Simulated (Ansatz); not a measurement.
# Fields on a plane of RuO2 (rutile)

```
CELL_PARAMETERS angstrom
      4.47993     0.00000     0.00000
      0.00000     4.47993     0.00000
      0.00000     0.00000     3.10691
ATOMIC_POSITIONS crystal
  Ru 0.50000 0.50000 0.50000
  Ru 0.00000 0.00000 0.00000
  O  0.80532 0.80532 0.50000
  O  0.30532 0.69468 0.00000
  O  0.69468 0.30532 0.00000
  O  0.19468 0.19468 0.50000
```

The slice is a (010) plane (indices of the conventional cell) through the point (0.695, 0.305, 0.000) (fractional), spanned by u = [001] and v = [100] in vectors of this cell: u (3.11 Å) and v (4.48 Å, at 90° to u). It covers one period; positions are fractions (u, v).

Atoms on it: O at (0.00, 0.00). Other atoms lie within 1 Å of the plane.

Calculation: r2SCAN (plane waves to 500 eV, PAW, scalar-relativistic; Ansatz, an electronic-structure program). k mesh 11×11×15. These are valence fields of a PAW run, semicore shells included where kept as valence: close to a nucleus they are smooth pseudo fields. RuO2 is run without spin polarisation and with no Hubbard U. RuO2 was relaxed with its symmetry unable to fall.

```
|99999988776655443333333333333344556677889999|
|99998888775544444444444444444444445577888899|
|88888877665544444444555555444444445566778888|
|77776666554444444455555555554444444455666677|
|66555555444444444455556655554444444444555555|
|44444444333333444455666666554444333333444444|
|33333333333333444455556655554444333333333333|
|22222222223333444455555555554444333322222222|
|11111111222233444455555555554444332222111111|
|00001111112233334444555555444433332211111100|
|00000011112233444455555555554444332211110000|
|00000011112233445555666666555544332211110000|
|00000011112233445566666666665544332211110000|
|00000011223344556666777777666655443322110000|
|00000011223344556677778877776655443322110000|
|00001111223344556677778877776655443322111100|
|00001111223344556677777777776655443322111100|
|11111111223344555566777777665555443322111111|
|11111111222233445555666666555544332222111111|
|11111111112233334455555555554433332211111111|
|11111111112222333344444444443333222211111111|
|22221111111111222222333333222222111111111122|
|22222211111111111122222222221111111111112222|
|33222222111111111111111111111111111111222222|
|33333333221111000000000000000000111122333333|
|55444444332211110000000000000011112233444444|
|66665555443322110000000000000011223344555566|
|77776666554433221100000000001122334455666677|
|88888877664433221111110011111122334466778888|
|99998877665544332211111111112233445566778899|
|99999988775544332222222222222233445577889999|
|99999988776655443333333333333344556677889999|
```
Scale: ten equal steps from -1.21 (start of '0') to 0.88 (end of '9'), in the order '0123456789'. Values: log₁₀ of the valence density in e/Å³. The map has 22 points along u (two characters each, u = 0 at the left) and 32 along v (v = 0 in the bottom row). The scale is logarithmic, as a density can span decades between atoms and voids.

```
|xxxxxxxxxxxx3322221100000011222233xxxxxxxxxx|
|xxxxxxxxxxxx2200000000000000000022xxxxxxxxxx|
|xxxxxxxxxx11000000000000000000000011xxxxxxxx|
|xxxxxxxxxx11000000000000000000000011xxxxxxxx|
|xxxxxx3333110000000000000000000000113333xxxx|
|55555544331100000000000000000000001133445555|
|77666666442200000000000000000000002244666666|
|88887766552200000000000000000000002255667788|
|88888877553311000000000000000000113355778888|
|88888877664422000000000000000000224466778888|
|88888877665533110000000000000011335566778888|
|998888887766442200xxxxxxxxxx0022446677888888|
|9999888877665533xxxxxxxxxxxxxx33556677888899|
|9999888888775533xxxxxxxxxxxxxx33557788888899|
|88888888887766xxxxxxxxxxxxxxxxxx667788888888|
|88888888887766xxxxxxxxxxxxxxxxxx667788888888|
|88888888887766xxxxxxxxxxxxxxxxxx667788888888|
|7777778888776655xxxxxxxxxxxxxx55667788887777|
|7777777788887766xxxxxxxxxxxxxx66778888777777|
|666677777788887777xxxxxxxxxx7777888877777766|
|66666677778888888877777777778888888877776666|
|66666666778888999988888888889999888877666666|
|55666677778888999999999999999999888877776666|
|66666677778888999999999999999999888877776666|
|55556666778888999999999999999999888877666655|
|44555566778888999999999999999999888877665555|
|xxxxxx4466778899999999999999999988776644xxxx|
|xxxxxxxxxx66778888888888888888887766xxxxxxxx|
|xxxxxxxxxx55667788888888888888776655xxxxxxxx|
|xxxxxxxxxxxx6666777777777777776666xxxxxxxxxx|
|xxxxxxxxxxxx5555665555555555665555xxxxxxxxxx|
|xxxxxxxxxxxx4444443333333333444444xxxxxxxxxx|
```
Scale: ten equal steps from 4.00 (start of '0') to 12.02 (end of '9'), in the order '0123456789'. Values: electrostatic potential energy of an electron, from the cell's mean, in eV. The map has 22 points along u (two characters each, u = 0 at the left) and 32 along v (v = 0 in the bottom row). Points within 0.8 Å of a nucleus are blanked (x), as the pseudised field means little there. Values under 4 eV are set to 4. The zero, the cell's mean, hangs on the PAW cores.
